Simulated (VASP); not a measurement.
## MoS2 under changes of volume

One of the cells (28.246 Å³/atom); the others are scaled copies at fixed shape and fractional positions:

```
CELL_PARAMETERS angstrom
3.20510 0.00000 0.00000
-1.60255 2.77570 0.00000
0.00000 0.00000 28.57532
ATOMIC_POSITIONS crystal
Mo 0.33333 0.66667 0.22816
Mo 0.33333 0.66667 0.77184
Mo 0.66667 0.33333 0.00000
S 0.66667 0.33333 0.17349
S 0.66667 0.33333 0.71719
S 0.33333 0.66667 0.94533
S 0.66667 0.33333 0.28281
S 0.66667 0.33333 0.82651
S 0.33333 0.66667 0.05467
```

* Program: VASP 6.6.1
* Functional: PBEsol
* Potentials or basis: VASP PAW PBE potentials, release 64 (Mo_sv, S)
* Cutoff: 520 eV
* k mesh: 10 × 10 × 1
* Occupations: fermi-dirac, width 0.05 eV
* Spin: no spin polarisation

| volume (Å³/atom) | energy over the lowest point (meV/atom) | gap on the mesh (eV) | largest force (eV/Å) |
| --- | --- | --- | --- |
| 26.031 | 14.02 | 1.35 | 0.975 |
| 26.585 | 3.07 | 1.35 | 0.580 |
| 27.139 | 0.00 | 1.33 | 0.214 |
| 28.246 | ? | ? | ? |
| 28.800 | 30.19 | 1.26 | 0.753 |
| 29.354 | 51.19 | 1.24 | 1.022 |

Task: What does the run at 28.246 Å³/atom give?

Result: Energy over the lowest point 14.25 meV/atom; gap on the mesh 1.28 eV; largest force 0.462 eV/Å.

Worked out: A Birch-Murnaghan fit of order 3 (a polynomial in V^(-2/3)) to the other rows has its minimum at 27.09 Å³/atom with B0 = V·E''(V) = 101 GPa and B' = 4.4 at fixed shape and positions, which overstates the stiffness. It gives 14.25 meV/atom at 28.246 Å³/atom, against the run's 14.25. A parabola through the other rows of the gap, of slope -1.21 eV per unit of ln V there, gives 1.29 eV, against the run's 1.28.

Energies are extrapolated to zero smearing.

Caveats: the PAW data sets were made with another functional, which shifts forces and pressure a little.

A mesh can miss the band edges. Spin-orbit coupling on Mo is left out.
